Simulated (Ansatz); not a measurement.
# (10−10) slab of wurtzite CdS, 19.0 Å thick as cut, bare faces

Wanted: surface relaxation, gap and band-edge positions (PBEsol, HSE06 and r²SCAN).

All numbers are computed with Ansatz 0.2.0 (PAW, plane waves).

## (1) The starting cell

24 atoms (12 Cd, 12 S); a = 6.711 Å, b = 4.124 Å, c = 32.046 Å, α = 90.00°, β = 90.00°, γ = 90.00°. All atoms were shaken off their sites by about 0.02 Å along each axis.

Steps to follow: (2) PBEsol relaxation at a 4×6×1 mesh, on 1 × NVIDIA GB300 Max-Q with 8 threads of Arm Neoverse-V2; (3) HSE06 single point at a 3×4×1 mesh, on 1 × NVIDIA GB300 Max-Q with 8 threads of Arm Neoverse-V2; (4) r²SCAN single point at a 3×4×1 mesh, on 1 × NVIDIA GB300 Max-Q with 8 threads of Arm Neoverse-V2.

Structure file:

```
Cd S
1.0
     0.00000    0.00000    6.71063
     4.12350    0.00000    0.00000
     0.00000   32.04564    0.00000
Cd S
12 12
Direct
  0.50148 0.50541 0.20301
  0.49877 0.00255 0.31483
  0.50391 0.50011 0.42567
  0.50578 0.99787 0.53710
  0.50251 0.50670 0.64934
  0.50459 0.99888 0.75958
  0.00143 0.00290 0.23977
  0.99740 0.50729 0.35117
  0.00287 0.98889 0.46425
  0.00326 0.49993 0.57568
  0.00067 0.99707 0.68504
  0.00056 0.50707 0.79769
  0.37422 0.00130 0.23993
  0.37630 0.49987 0.35071
  0.37555 0.00954 0.46425
  0.37783 0.49383 0.57393
  0.37319 0.99716 0.68597
  0.37791 0.49987 0.79778
  0.87376 0.49735 0.20317
  0.87327 0.00513 0.31524
  0.87631 0.50093 0.42535
  0.87559 0.00236 0.53699
  0.87556 0.50349 0.64888
  0.87637 0.00275 0.76099
```

## (2) PBEsol relaxation in the fixed cell

File in.yaml:

```yaml
crystal:
  lattice:
    - [0.000000, 0.000000, 6.710628]
    - [4.123501, 0.000000, 0.000000]
    - [0.000000, 32.045637, 0.000000]
  atoms:
    - { symbol: Cd, position: [0.501475, 0.505408, 0.203014] }
    - { symbol: Cd, position: [0.498773, 0.002553, 0.314827] }
    - { symbol: Cd, position: [0.503906, 0.500112, 0.425668] }
    - { symbol: Cd, position: [0.505781, 0.997872, 0.537100] }
    - { symbol: Cd, position: [0.502506, 0.506700, 0.649344] }
    - { symbol: Cd, position: [0.504591, 0.998879, 0.759575] }
    - { symbol: Cd, position: [0.001430, 0.002902, 0.239774] }
    - { symbol: Cd, position: [0.997397, 0.507294, 0.351166] }
    - { symbol: Cd, position: [0.002872, 0.988893, 0.464248] }
    - { symbol: Cd, position: [0.003255, 0.499934, 0.575683] }
    - { symbol: Cd, position: [0.000665, 0.997071, 0.685037] }
    - { symbol: Cd, position: [0.000565, 0.507069, 0.797693] }
    - { symbol: S, position: [0.374225, 0.001304, 0.239926] }
    - { symbol: S, position: [0.376297, 0.499869, 0.350707] }
    - { symbol: S, position: [0.375554, 0.009543, 0.464250] }
    - { symbol: S, position: [0.377825, 0.493827, 0.573933] }
    - { symbol: S, position: [0.373192, 0.997158, 0.685972] }
    - { symbol: S, position: [0.377911, 0.499872, 0.797785] }
    - { symbol: S, position: [0.873764, 0.497346, 0.203172] }
    - { symbol: S, position: [0.873274, 0.005127, 0.315239] }
    - { symbol: S, position: [0.876312, 0.500926, 0.425352] }
    - { symbol: S, position: [0.875593, 0.002356, 0.536993] }
    - { symbol: S, position: [0.875558, 0.503493, 0.648881] }
    - { symbol: S, position: [0.876370, 0.002754, 0.760986] }
kpoints:
  mp_grid: { grid: [4, 6, 1] }
hamiltonian:
  xc: pbesol
scf:
  occupations: { method: fermi_dirac, width: 0.01 }
relax:
  f_tol: 0.03
  max_steps: 80
  escape_saddle: false
  adjacent_minimum: "off"
output:
  forces: true
  eigenvalues: true
  populations: true
```

Started as:

```
$ ansatz run in.yaml --threads 8 --pin off --max-ram 118750MiB --runs-dir r --events-out ev --progress --plain --backend cuda --devices 0,
```

The runs that follow: HSE06 single point; r²SCAN single point.

**Question.** What will these runs give? Wanted: for each run, top filled to lowest empty; top filled below vacuum.

The runs gave:

```
             level         time  k points  top filled to lowest empty (eV)  top filled below vacuum (eV)
PBEsol, relaxation   16 s (GPU)     4×6×1                             1.23                          5.95
             HSE06   48 s (GPU)     3×4×1                             2.28                          6.56
            r²SCAN  4.6 s (GPU)     3×4×1                             1.72                          6.17
```

```
     quantity                             value
   relaxation  6 recorded steps, 0.99 eV gained
largest shift                      0.71 Å (Cd1)
   mean bonds                      Cd–S 2.517 Å
```

**What this shows.** Relaxation gains 0.99 eV, with shifts up to 0.71 Å (Cd1). At the same k points, r²SCAN gives a spacing 0.56 eV smaller than the 2.28 eV of HSE06. Rows on different k points differ by sampling as well as by level. The HSE06 single point took about 10 times as long as the r²SCAN one on the same kind of device.
